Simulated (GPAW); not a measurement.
# Dielectric function and optical constants of C

Aim: the dielectric function of C, and the optical constants that follow from it.

Program: GPAW 26.7.0. Level of theory: DFT, PBE, plane-wave PAW (GPAW data sets), scalar-relativistic, RPA, optical limit. Results are calculated unless marked as measured.

This is a report of a sequence of runs, with most program output left out.

**1. Set-up**

Symmetry: Fd-3m, No. 227, cubic system. The conventional cell has a = 3.567 Å, b = 3.567 Å, c = 3.567 Å, α = 90.00°, β = 90.00°, γ = 90.00°. Nearest to C lie 4 C at 1.54 Å.

**2. Ground state**

The self-consistent density comes first; it also tells whether there is a gap, which decides the occupations and the need for a Drude term.

This step: DFT, PBE, plane-wave PAW (GPAW data sets), scalar-relativistic, ground state (GPAW 26.7.0).

Input file gs.py:

```python
from ase import Atoms
from ase.dft.bandgap import bandgap
from gpaw import GPAW, PW, FermiDirac

atoms = Atoms(['C', 'C'],
              cell=[[0.000000000000, 1.783370000000, 1.783370000000],
                    [1.783370000000, 0.000000000000, 1.783370000000],
                    [1.783370000000, 1.783370000000, 0.000000000000]],
              scaled_positions=[[0.750000000000, 0.750000000000, 0.750000000000],
                                [0.500000000000, 0.500000000000, 0.500000000000]],
              pbc=[True, True, True])
atoms.calc = GPAW(mode=PW(550), xc='PBE', kpts={'size': (11, 11, 11), 'gamma': True},
                  occupations=FermiDirac(0.05), maxiter=150, txt='gs.txt')
print('energy (eV)', atoms.get_potential_energy())
print('Fermi level (eV)', atoms.calc.get_fermi_level())
print('valence electrons', atoms.calc.get_number_of_electrons())
print('gap (eV)', bandgap(atoms.calc, output=None)[0])
print('direct gap (eV)', bandgap(atoms.calc, direct=True, output=None)[0])
atoms.calc.write('gs.gpw')
```

The run is started by

```
$ OMP_NUM_THREADS=1 python gs.py
```

Elapsed: 4.9 s, on 1 thread of Arm Neoverse V1, shared host; peak memory 0.12 GiB.

Read-outs, printed or worked out from the files:

- energy: -18.18 eV
- Fermi energy: 13.85 eV
- gap on the k-mesh: 4.132 eV
- direct gap on the mesh: 5.599 eV
- electrons: 8

There is a gap, 4.13 eV on this mesh (points off the mesh can give less), so no carriers' term is needed.

**3. Bands for the response**

At the fixed density, many empty bands are solved on the mesh of the response, since the spectrum sums over them.

This step: DFT, PBE, plane-wave PAW (GPAW data sets), scalar-relativistic, bands at fixed density (GPAW 26.7.0).

Input file nscf.py:

```python
from ase.dft.bandgap import bandgap
from gpaw import GPAW, FermiDirac

calc = GPAW('gs.gpw').fixed_density(kpts={'size': (17, 17, 17), 'gamma': True}, nbands=20, convergence={'bands': 14},
                                    occupations=FermiDirac(0.001), txt='nscf.txt')
print('gap (eV)', bandgap(calc, output=None)[0])
print('direct gap (eV)', bandgap(calc, direct=True, output=None)[0])
print('top band over the Fermi level (eV)', min(calc.get_eigenvalues(kpt=k)[13] for k in range(len(calc.get_ibz_k_points()))) - calc.get_fermi_level())
calc.write('full.gpw', mode='all')
```

The run is started by

```
$ OMP_NUM_THREADS=1 python nscf.py
```

The job ended after 18 s (1 thread; peak memory 0.15 GiB).

This step gave:

| Quantity | Value |
| --- | --- |
| gap on the k-mesh | 4.136 eV |

**4. Dielectric function, RPA**

Transitions between filled and empty bands, summed over the zone, give the optical response, so mesh, band count and broadening shape it.

The induced potential is part of this response.

This step: DFT, PBE, plane-wave PAW (GPAW data sets), scalar-relativistic, RPA, optical limit (GPAW 26.7.0).

Input file df.py:

```python
from gpaw.response.df import DielectricFunction

df = DielectricFunction('full.gpw', frequencies={'type': 'nonlinear', 'domega0': 0.03, 'omega2': 8},
                        ecut=50,
                        eta=0.12,
                        nbands=14,
                        txt='df.txt')
for direction in ['x', 'z']:
    df.get_dielectric_function(xc='RPA', direction=direction, filename=f'df_{direction}.csv')
```

The run is started by

```
$ OMP_NUM_THREADS=1 python df.py
```

The job ended after 3.8 s (1 thread; peak memory 0.16 GiB).

Numbers from this step:

```
electronic dielectric constant ε∞, mean over x, y and z (by symmetry where fewer were run) : 5.780
main peak of Im epsilon, first axis                                                        : 11.06 eV
```

Some rows of df_x.csv (energy; Re and Im without local fields; Re and Im with them):

```text
0.000000, 5.928135, 0.000000, 5.779555, -0.000000
0.429336, 5.936464, 0.004670, 5.787499, 0.004454
0.878195, 5.963244, 0.009697, 5.813036, 0.009246
1.347938, 6.011973, 0.015294, 5.859493, 0.014578
1.840057, 6.087653, 0.021777, 5.931618, 0.020749
2.356191, 6.197661, 0.029650, 6.036395, 0.028231
2.898142, 6.353384, 0.039790, 6.184593, 0.037848
3.467895, 6.573690, 0.053921, 6.394006, 0.051219
4.067647, 6.893551, 0.076123, 6.697547, 0.072166
4.699832, 7.392595, 0.119935, 7.169960, 0.113362
5.367152, 8.370161, 0.309666, 8.091711, 0.291330
6.072622, 8.422981, 2.512369, 8.155673, 2.362633
6.819608, 8.050298, 3.520617, 7.820223, 3.301399
7.611886, 9.083134, 3.450142, 8.782292, 3.227566
8.453705, 8.835710, 4.830794, 8.647480, 4.554543
9.349861, 9.377532, 5.997332, 9.225603, 5.624809
10.305790, 11.454168, 11.131449, 11.325907, 10.339325
11.327680, 0.907278, 15.317224, 1.568735, 14.923764
12.422601, -5.367890, 6.346129, -5.242386, 6.369017
13.598673, -3.443116, 9.523359, -3.087602, 9.644012
```

The Im ε, E ∥ x or z has structure finer than the step of the table below, so its rows give means over 0.25 eV, whole bins alone (the curve runs from 0 to 14.0 eV). Peaks (eV: height): 11.029: 23.2, 11.710: 23.1, 13.599: 9.64.

Values under the direct gap are tails of Lorentzian lines. Im ε, E ∥ x or z against photon energy; means over each step:

| photon energy (eV) | Im ε, E ∥ x or z |
| --- | --- |
| 0.25 | 0.00259 |
| 0.50 | 0.00520 |
| 0.75 | 0.00786 |
| 1.00 | 0.0106 |
| 1.25 | 0.0134 |
| 1.50 | 0.0164 |
| 1.75 | 0.0196 |
| 2.00 | 0.0230 |
| 2.25 | 0.0266 |
| 2.50 | 0.0306 |
| 2.75 | 0.0350 |
| 3.00 | 0.0400 |
| 3.25 | 0.0456 |
| 3.50 | 0.0522 |
| 3.75 | 0.0599 |
| 4.00 | 0.0694 |
| 4.25 | 0.0812 |
| 4.50 | 0.0969 |
| 4.75 | 0.119 |
| 5.00 | 0.154 |
| 5.25 | 0.228 |
| 5.50 | 0.481 |
| 5.75 | 0.890 |
| 6.00 | 2.19 |
| 6.25 | 1.64 |
| 6.50 | 2.24 |
| 6.75 | 3.33 |
| 7.00 | 2.49 |
| 7.25 | 3.14 |
| 7.50 | 3.26 |
| 7.75 | 3.71 |
| 8.00 | 3.50 |
| 8.25 | 4.18 |
| 8.50 | 4.49 |
| 8.75 | 4.23 |
| 9.00 | 5.09 |
| 9.25 | 5.66 |
| 9.50 | 5.91 |
| 9.75 | 6.30 |
| 10.00 | 6.87 |
| 10.25 | 9.36 |
| 10.50 | 10.1 |
| 10.75 | 13.0 |
| 11.00 | 21.0 |
| 11.25 | 17.7 |
| 11.50 | 17.7 |
| 11.75 | 21.5 |
| 12.00 | 13.3 |
| 12.25 | 8.16 |
| 12.50 | 6.23 |
| 12.75 | 5.81 |
| 13.00 | 6.06 |
| 13.25 | 7.21 |
| 13.50 | 9.08 |
| 13.75 | 8.02 |

The Re ε, E ∥ x or z by photon energy:

| photon energy (eV) | Re ε, E ∥ x or z |
| --- | --- |
| 0.0 | 5.78 |
| 0.5 | 5.79 |
| 1.0 | 5.82 |
| 1.5 | 5.88 |
| 2.0 | 5.96 |
| 2.5 | 6.07 |
| 3.0 | 6.22 |
| 3.5 | 6.41 |
| 4.0 | 6.66 |
| 4.5 | 7.00 |
| 5.0 | 7.50 |
| 5.5 | 8.38 |
| 6.0 | 8.79 |
| 6.5 | 9.18 |
| 7.0 | 8.10 |
| 7.5 | 8.33 |
| 8.0 | 8.51 |
| 8.5 | 8.59 |
| 9.0 | 9.40 |
| 9.5 | 9.87 |
| 10.0 | 11.0 |
| 10.5 | 11.1 |
| 11.0 | 10.8 |
| 11.5 | 5.09 |
| 12.0 | -9.42 |
| 12.5 | -4.44 |
| 13.0 | -1.44 |
| 13.5 | -1.56 |

The reflectivity at normal incidence, E ∥ x or z has structure finer than the step of the table below, so its rows give means over 0.5 eV, whole bins alone (the curve runs from 0 to 14.0 eV). Peaks (eV: height): 11.10: 53.4, 11.94: 64.9.

Reflectivity at normal incidence, E ∥ x or z against photon energy; means over each step:

photon energy (eV), reflectivity at normal incidence, E ∥ x or z (%) and a bar from the least value:
```
      0.5       17.0 
      1.0       17.1 
      1.5       17.3 
      2.0       17.5 
      2.5       17.9 #
      3.0       18.3 #
      3.5       18.8 #
      4.0       19.5 ##
      4.5       20.4 ##
      5.0       21.7 ###
      5.5       23.6 ####
      6.0       25.0 #####
      6.5       26.0 ######
      7.0       25.1 #####
      7.5       26.3 ######
      8.0       26.9 ######
      8.5       27.8 #######
      9.0       29.7 ########
      9.5       31.1 #########
     10.0       34.1 ###########
     10.5       38.5 ##############
     11.0       49.1 #####################
     11.5       50.2 #####################
     12.0       63.7 ##############################
     12.5       55.2 #########################
     13.0       40.8 ###############
     13.5       45.6 ##################
```

The loss function −Im 1/ε at q → 0, E ∥ x or z has structure finer than the step of the table below, so its rows give means over 0.5 eV, whole bins alone (the curve runs from 0 to 14.0 eV). Peaks (eV: height): 11.33: 0.0663, 13.00: 0.158.

Values under the direct gap are tails of Lorentzian lines. Table of loss function −Im 1/ε at q → 0, E ∥ x or z by energy loss; means over each step:

energy loss (eV), loss function −Im 1/ε at q → 0, E ∥ x or z and a bar:
```
      0.5      0.000 
      1.0      0.000 
      1.5      0.000 
      2.0      0.001 
      2.5      0.001 
      3.0      0.001 
      3.5      0.001 
      4.0      0.002 
      4.5      0.002 
      5.0      0.003 #
      5.5      0.007 #
      6.0      0.023 #####
      6.5      0.027 #####
      7.0      0.036 #######
      7.5      0.040 ########
      8.0      0.041 ########
      8.5      0.046 #########
      9.0      0.043 #########
      9.5      0.047 #########
     10.0      0.041 ########
     10.5      0.043 ########
     11.0      0.040 ########
     11.5      0.054 ###########
     12.0      0.052 ##########
     12.5      0.105 #####################
     13.0      0.151 ##############################
     13.5      0.109 ######################
```

The Im ε, E ∥ x or z has structure finer than the step of the table below, so its rows give means over 0.25 eV, whole bins alone (the curve runs from 0 to 14.0 eV). Peaks (eV: height): without local fields 11.029: 24.6, 11.710: 23.0, 13.599: 9.52; with local fields 11.029: 23.2, 11.710: 23.1, 13.599: 9.64.

Values under the direct gap are tails of Lorentzian lines. Im ε, E ∥ x or z against photon energy; means over each step:

| photon energy (eV) | without local fields | with local fields |
| --- | --- | --- |
| 0.25 | 0.00271 | 0.00259 |
| 0.50 | 0.00545 | 0.00520 |
| 0.75 | 0.00824 | 0.00786 |
| 1.00 | 0.0111 | 0.0106 |
| 1.25 | 0.0141 | 0.0134 |
| 1.50 | 0.0172 | 0.0164 |
| 1.75 | 0.0205 | 0.0196 |
| 2.00 | 0.0241 | 0.0230 |
| 2.25 | 0.0279 | 0.0266 |
| 2.50 | 0.0321 | 0.0306 |
| 2.75 | 0.0368 | 0.0350 |
| 3.00 | 0.0420 | 0.0400 |
| 3.25 | 0.0480 | 0.0456 |
| 3.50 | 0.0549 | 0.0522 |
| 3.75 | 0.0632 | 0.0599 |
| 4.00 | 0.0731 | 0.0694 |
| 4.25 | 0.0857 | 0.0812 |
| 4.50 | 0.102 | 0.0969 |
| 4.75 | 0.126 | 0.119 |
| 5.00 | 0.164 | 0.154 |
| 5.25 | 0.243 | 0.228 |
| 5.50 | 0.511 | 0.481 |
| 5.75 | 0.952 | 0.890 |
| 6.00 | 2.34 | 2.19 |
| 6.25 | 1.74 | 1.64 |
| 6.50 | 2.40 | 2.24 |
| 6.75 | 3.56 | 3.33 |
| 7.00 | 2.68 | 2.49 |
| 7.25 | 3.36 | 3.14 |
| 7.50 | 3.46 | 3.26 |
| 7.75 | 3.98 | 3.71 |
| 8.00 | 3.77 | 3.50 |
| 8.25 | 4.49 | 4.18 |
| 8.50 | 4.76 | 4.49 |
| 8.75 | 4.51 | 4.23 |
| 9.00 | 5.48 | 5.09 |
| 9.25 | 6.09 | 5.66 |
| 9.50 | 6.27 | 5.91 |
| 9.75 | 6.68 | 6.30 |
| 10.00 | 7.40 | 6.87 |
| 10.25 | 10.1 | 9.36 |
| 10.50 | 10.8 | 10.1 |
| 10.75 | 14.1 | 13.0 |
| 11.00 | 22.3 | 21.0 |
| 11.25 | 18.2 | 17.7 |
| 11.50 | 18.3 | 17.7 |
| 11.75 | 21.2 | 21.5 |
| 12.00 | 12.8 | 13.3 |
| 12.25 | 8.01 | 8.16 |
| 12.50 | 6.23 | 6.23 |
| 12.75 | 5.87 | 5.81 |
| 13.00 | 6.14 | 6.06 |
| 13.25 | 7.33 | 7.21 |
| 13.50 | 9.04 | 9.08 |
| 13.75 | 7.86 | 8.02 |

Optical constants at common wavelengths, from n + ik = √ε:

| wavelength (nm) | n | k | R (%) | 1/α |
| --- | --- | --- | --- | --- |
| 1550 | 2.41 | 0.002 | 17.1 | 71 µm |
| 1064 | 2.42 | 0.003 | 17.2 | 33 µm |
| 800 | 2.43 | 0.004 | 17.3 | 18 µm |
| 532 | 2.46 | 0.006 | 17.7 | 7.5 µm |
| 450 | 2.48 | 0.007 | 18.1 | 5.1 µm |
| 405 | 2.50 | 0.008 | 18.3 | 3.9 µm |
| 365 | 2.52 | 0.010 | 18.7 | 3.0 µm |

Below the direct gap, k and the depth come from the tails of the Lorentzian lines, not from transitions.

**5. Outcome**

- electronic dielectric constant ε∞, mean over x, y and z (by symmetry where fewer were run) (RPA): 5.78
- main peak of Im epsilon, first axis: 11.1 eV

In words: At this level (PBE, RPA) C has ε∞ = 5.78 and n = 2.41 at 1550 nm, and Im ε peaks at 11.1 eV. On the mesh the gap is 4.14 eV and the least direct gap 5.60 eV, so on this mesh the band edges lie at different points. Local fields change the static value along x from 5.93 to 5.78 (-3 %). Distinct maxima of Im ε, read by a parabola through the highest points, lie at 6.74 eV (3.6), 11.06 eV (24), 11.70 eV (23) and 13.58 eV (9.7). Excitons and phonon-assisted transitions are missing; PBE gaps are as a rule too small, which pulls the onset down and ε∞ up. The sum runs over mesh points, so small or evenly spaced maxima can still be ripples of the mesh.

[Machine, clock and banner lines and Python warnings are left out of the logs.]

[Logs are printed without paths, hosts, clocks, repeated set-up lines and the standing remarks that a program may print on its own settings, such as how far it seeks lower states.]

[Hosts, paths, dates, database ids (printed as entryN), source tags and the programs' standing remarks are cut or masked in the printed files.]
